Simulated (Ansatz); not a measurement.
CuI in the NiAs structure, relaxed with r2SCAN in Ansatz. Space group P6_3/mmc (No. 194), hexagonal; a = 4.147 Å, c = 6.336 Å in the conventional setting, 23.60 Å³ an atom. Cu is surrounded by 6 I at 2.87 Å; I is surrounded by 6 Cu at 2.87 Å.

The axes x, y and z are those of this cell:
```yaml
crystal:
  lattice:
    - [4.14734, 0.00000, 0.00000]
    - [-2.07367, 3.59170, 0.00000]
    - [0.00000, 0.00000, 6.33636]
  atoms:
    - { symbol: Cu, position: [0.00000, 0.00000, 0.00000] }
    - { symbol: Cu, position: [0.00000, 0.00000, 0.50000] }
    - { symbol: I, position: [0.33333, 0.66667, 0.25000] }
    - { symbol: I, position: [0.66667, 0.33333, 0.75000] }
```

Unstrained: PBE gives an indirect gap of 0.480 eV, from M to K; the least direct gap is 0.685 eV at Γ. r2SCAN gives an indirect gap of 0.836 eV, from M to K; the least direct gap is 1.309 eV at Γ. HSE06 gives an indirect gap of 1.911 eV, from M to K; the least direct gap is 2.283 eV at Γ. Meshes: PBE 12×12×4, r2SCAN 12×12×4, HSE06 6×6×4. Strains are changes of length per length. After each strain the atoms were relaxed again with r2SCAN within the symmetry that the strain leaves, so tilts or polar shifts that break it weren't tested; points keep the names that they have in the unstrained zone. Simulation only: spin-unpolarised, and no claim that this is the phase found in nature.

Problem. Apply isotropic +2.03 % on every length. How far does the gap move, against the unstrained cell?

Solution. PBE: the gap goes from 0.480 to 0.425 eV (-0.055 eV); the edges move from M → K to M → Γ. r2SCAN: the gap goes from 0.836 to 0.951 eV (+0.115 eV). The r2SCAN energy rises by 12.7 meV an atom.

Problem. Estimate what biaxial -5.38 % in x and y, z held does to the gap.

Solution. PBE: the gap goes from 0.480 to 0.023 eV (-0.457 eV); so small a gap is at the limit of these settings. r2SCAN: the gap goes from 0.836 to 0.355 eV (-0.481 eV). HSE06: the gap goes from 1.911 to 1.388 eV (-0.523 eV). The r2SCAN energy rises by 52.9 meV an atom.

No spin-orbit coupling is included; it can move band edges with weight on the heavy atoms by tenths of an eV.

The meshes of the hybrids are coarse, so their gaps aren't converged to the digits shown.
